## Question

One electronvolt per atom is about 100 kJ per mole of atoms, and roughly forty times the thermal energy at room temperature. Crystals held together by electron-pair bonds are bound by several electronvolts per atom. The table gives computed values for five elements, all in the diamond structure, in which every atom has four nearest neighbours.

Diamond-structure elements (Fd-3m), computed with Ansatz 0.2.0: all-electron LAPW, LDA, scalar-relativistic, without spin polarisation, in fixed cells, with 9×9×9 to 14×14×14 k points and Fermi-Dirac smearing of 0.02 to 0.08 eV. The basis error is at most 1 meV/atom. M is the element's atom, free atoms are spherical and unpolarised, and pressure is positive in compression.

```tsv
element	Z	group	period	cell	volume (Å³/atom)	shortest distance from M (Å)	energy less free atoms (eV/atom)	pressure (GPa)
Al	13	13	3	relaxed with PAW	27.64	2.62	-3.38	-1.9
C	6	14	2	Materials Project cell	5.643	1.54	-10.14	-10.8
Si	14	14	3	Materials Project cell	20.16	2.36	-5.95	-2.2
Ge	32	14	4	Materials Project cell	22.84	2.46	-5.18	-1.8
Sn	50	14	5	measured cell (COD)	34.19	2.81	-4.46	-0.3
```

The binding energy is the "energy less free atoms" with its sign reversed, and the "shortest distance from M" is the bond length $d$. Al in this structure is a hypothetical crystal, since real aluminium is close-packed. Three explanations of the trend are proposed:

1. Longer bonds are weaker bonds.
2. Fewer valence electrons mean less bonding.
3. A wider valence band means stronger bonding. In the same calculations this band is 21.4 eV wide in C and 11.9 eV in Si, and the binding falls in nearly the same proportion.

Decide which of them hold, and check how well the binding of Al in the table can be reproduced from the values of Ge and Sn.

## Model answer

**Bond length.** Take first the limit of atoms far apart. Their orbitals no longer overlap, no electron gains energy by spreading over two atoms, and the binding vanishes. As the atoms approach, the coupling between orbitals grows, and with it the energy gained by each bonding electron. Larger atoms have to stop at a larger distance. Their orbitals also reach further, which offsets part of the loss but as a rule not all of it, so their bonds are expected to be weaker.

Group 14 follows this order without exception, from 10.14 eV per atom in C to 4.46 eV in Sn. A power law fitted to these four elements, with Al left out, gives a binding that falls roughly as $d^{-1.4}$ and is within about 5 % of each computed value. The exponent is a summary and not a law of nature. A simple rule for orbital coupling alone lets it fall as $d^{-2}$, but applied to the binding and scaled from Si, it would overbind C by almost 4 eV. Net binding also contains repulsion and the cost of preparing the atoms for bonding.

Length can't be the whole answer, however. The bonds in Sn are longer than those in Al, yet Sn is bound more strongly by 1.08 eV per atom. Something besides distance must separate Al from group 14.

**Electron count.** Here the limits are an empty and a full set of bonding bands. Empty bands bind nothing. The two atoms of the repeating cell provide four bonding bands with room for eight electrons, and two group 14 atoms bring exactly eight. Al brings only six electrons, and the calculation shows the consequence: its highest occupied level lies inside the bonding bands, 2.1 eV below their top, so the crystal is a metal.

The simplest rule between the two limits is a straight line, which gives three electrons per atom three quarters of the binding of four. To apply it, one needs the binding that a group 14 element would have at the bond length of Al, 2.62 Å. This length lies between those of Ge and Sn, at the fraction

$$
\frac{2.62-2.46}{2.81-2.46}=0.46
$$

of the way. The binding with four electrons, and then with three, follows as

$$
5.18-0.46\,(5.18-4.46)=4.85\ \text{eV},\qquad \tfrac34\times 4.85=3.64\ \text{eV}.
$$

The table has 3.38 eV for Al. The estimate is too strong by 0.26 eV, or 8 % of the computed binding, although no property of Al entered except its bond length and its number of electrons. Electron count alone would fail too, because all of group 14 has four valence electrons while its binding varies by more than a factor of two. The numbers therefore fit a picture in which the two explanations are partners: length largely governs what each bonding electron gains, and the count sets how many electrons gain it.

**Band width.** The third explanation is tempting because C and Si support it. Ge doesn't. Its valence band is 12.8 eV wide, which is wider than that of Si, yet its binding is weaker by 0.77 eV per atom.

The limit of distant atoms shows what is wrong with the rule. Consider the electron states that repeat identically from cell to cell. For these, symmetry keeps s and p orbitals apart. The two s orbitals of a cell, at energy $E_s$, combine into levels at $E_s-S$ and $E_s+S$. The p orbitals likewise give $E_p-T$ and $E_p+T$, where $S$ and $T$ measure the coupling between the atoms. The width $W$ runs from the bonding s level to the bonding p level:

$$
W=(E_p-T)-(E_s-S)=(E_p-E_s)+S-T .
$$

When the atoms are pulled apart, $S$ and $T$ go to zero and so does the binding, but $W$ doesn't. It tends to the separation of the s and p levels, which exists in a single atom and binds nothing. A wide band can therefore mean strong coupling, or merely s and p levels that lie far apart.

The computed levels show which of the two applies to Ge. From Si to Ge, $S$ falls by 1.3 eV and $T$ hardly changes. A fall is the direction expected for longer bonds, though the small change of length alone doesn't explain its size. The separation $E_p-E_s$ grows by 2.1 eV and outweighs the loss, so the band becomes wider by 0.8 eV while the s coupling becomes weaker. The third explanation is rejected.

## Remarks on the reasoning

**Choose the pair that separates the explanations.** From C to Si the bond becomes longer and the band narrower, so both ideas predict weaker binding and this pair can't choose between them. Si and Ge can, because there the width and the binding move in opposite directions. Al and Sn do the same for length and electron count. A good answer looks for such pairs before it draws a curve through all the points.

**The step from Si to Ge is steeper than length explains.** The bond grows by only 4 %, yet the binding drops by 13 %. The deeper s level offers a reason. A free atom of group 14 has two s and two p electrons, whereas four equal bonds use one s and three p orbitals, so an s electron has to be raised to a p level. Where the s level lies deeper, this promotion costs more and less net binding remains. The levels show the greater separation in the crystal; that it causes the steep step is an argument from theory, and its share of the drop isn't fixed by these numbers.

The deep s level has a known cause. Between Si and Ge the 3d shell is filled, and its electrons screen the added nuclear charge poorly. The outer s electron comes closer to the nucleus than the p electron and feels more of that charge.

**Look at the free atoms as well as the crystal.** The reference atoms here have no spin polarisation. Real atoms lower their energy by aligning the spins of unpaired electrons, so the table exaggerates the binding, and it does so less for Al than for group 14. With rough recalled values for this effect, the lead of Sn over Al shrinks from 1.08 to about 0.7 eV per atom. Spin-orbit coupling, which is left out too, matters most for Sn and isn't part of this correction; it would lower the free Sn atom and shrink the lead somewhat further. The local density approximation also tends to bind solids too strongly, which the correction for spin leaves in place. The role of the electron count survives, but part of Al's apparent deficit belongs to the atoms. The same correction brings Al close to three quarters of the group 14 value, which is better agreement than such a rough rule deserves.

**Know how far the levels can be trusted.** The local density approximation, in this slightly stretched cell, gives Ge no band gap, whereas the real crystal has one of roughly 0.7 eV. The antibonding s level is placed too low, even below the bonding p level, and it enters both $S$ and $E_s$. The division of the width into parts therefore describes the computed bands, and its values shouldn't be taken for measured ones. The comparison of the widths themselves doesn't use that level.

**Don't read the power law as a stretching curve.** It compares different elements, each near its own preferred bond length. Stretching one crystal slightly costs very little, because its energy is near a minimum. The negative pressures show that all five cells are somewhat larger than this level of theory would choose. Even if every crystal were as soft as 40 GPa in bulk modulus, the elastic energy would be at most about 0.05 eV per atom, well below the differences discussed here.

**The rule for the electron count is tested only once.** Al is the only element here with too few electrons to fill its bonding bands. Its agreement supports the three-quarters rule but can't establish it for other elements. The printed analysis that follows gives the fit, the estimate for Al and the changes in the bands.

The analysis program printed:

```
fit of log(b) on 4 rows (group == 14): constant 2.912 +/- 0.077, coefficient of log(d) -1.368 +/- 0.092; rms 0.0293, worst Si -0.0455, leave-one-out rms 0.0584
  rows outside the fit (model, value, miss): Al 1.595, 1.218, 0.377
Binding and the group 14 distance law, eV:
  row  binding per atom  binding per valence electron  distance law  law less computed
   Al              3.38                         1.127         4.928              1.548
    C             10.14                         2.535         10.19            0.05267
   Si              5.95                         1.488         5.685            -0.2648
   Ge              5.18                         1.295         5.372             0.1915
   Sn              4.46                         1.115         4.478            0.01805
Local exponent of binding against distance, C to Si: 1.249
Local exponent, Si to Ge: 3.339
Local exponent, Ge to Sn: 1.125
Inverse-square law scaled from Si, excess for C in eV/atom: 3.833
Group 14 binding read at the distance of Al, eV/atom: 4.851
Al binding as a fraction of that: 0.6968
Three quarters of that less computed Al binding, eV/atom: 0.2581
Sn binding less Al binding, eV/atom: 1.08
Sn less Al after rough recalled atomic spin energies, eV/atom: 0.73
Al fraction after the same rough correction: 0.7518
Valence width at Gamma, C, eV: 21.38
Valence width at Gamma, Si, eV: 11.92
Valence width at Gamma, Ge, eV: 12.75
Change of width from Si to Ge, eV: 0.8354
Change of s-p offset from Si to Ge, eV: 2.103
Change of half the s splitting from Si to Ge, eV: -1.268
Al Fermi level below the top of the bonding bands, eV: 2.085
Largest elastic energy of the stretched cells, generous estimate, eV/atom: 0.05135
```
